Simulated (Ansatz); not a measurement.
# TiPbO₃: enthalpy against pressure

TiPbO₃, Pm-3m, a = 3.919 Å. The structure is a Materials Project entry; whether it is the stable form wasn't checked. Ansatz: PBEsol, PAW, 420 eV, Γ-centred 8×8×8 mesh on 5 atoms, Gaussian smearing 0.02 eV; no spin polarisation. Cell and atoms are relaxed at each pressure, and no other structure is tried, so the rows at high pressure may lie past a change of phase. y is the enthalpy over the state at zero pressure; there V0 = 12.041 Å³/atom. The pressures are the targets, met within 0.07 GPa.

| P (GPa) | y (eV/atom) |
| --- | --- |
| -1.0 | -0.0754 |
| 0.0 | 0.0000 |
| 1.0 | 0.0750 |
| 4.0 | 0.2976 |
| 12.0 | 0.8762 |
| 25.0 | 1.7776 |
| 50.0 | ? |
| 90.0 | 5.8130 |

Fit y = c1 P + c2 P² + c3 P³ to the other rows, say what c1 and c2 mean, and predict the missing value.

Least squares on the rows shown. y = 0.075009 P − 0.00017186 P² + 6.2311×10⁻⁷ P³. Since dH/dP = V, c1 is V0: 0.075009 eV/GPa × 160.2 = 12.016 Å³ against 12.041; c2 = −V0/(2B0) gives B0 = 218 GPa, where a Birch–Murnaghan fit to the volumes of the same runs (not shown) gives 191 GPa: a cubic over this range folds the higher terms into c2. At P = 50.0 the fit asked for gives 3.3987 eV/atom. The run gave 3.4072 eV/atom, so the fit is 0.0085 eV/atom too low, 0.14 % of the span of the series, against an rms of 0.0002 eV/atom on the fitted rows. With a term in P⁴ added, a fit to the same known rows predicts 3.4147 eV/atom, which misses by about as much or more on the other side: the known rows don't fix the higher terms.

Spin–orbit coupling is left out, which can shift energies with elements as heavy as these.

Symmetry holds off the tilts and polar distortions that many cubic perovskites undergo.

Cost: 8 runs of about 1.5 core-minutes in all, on Arm Neoverse V2 (shared hosts).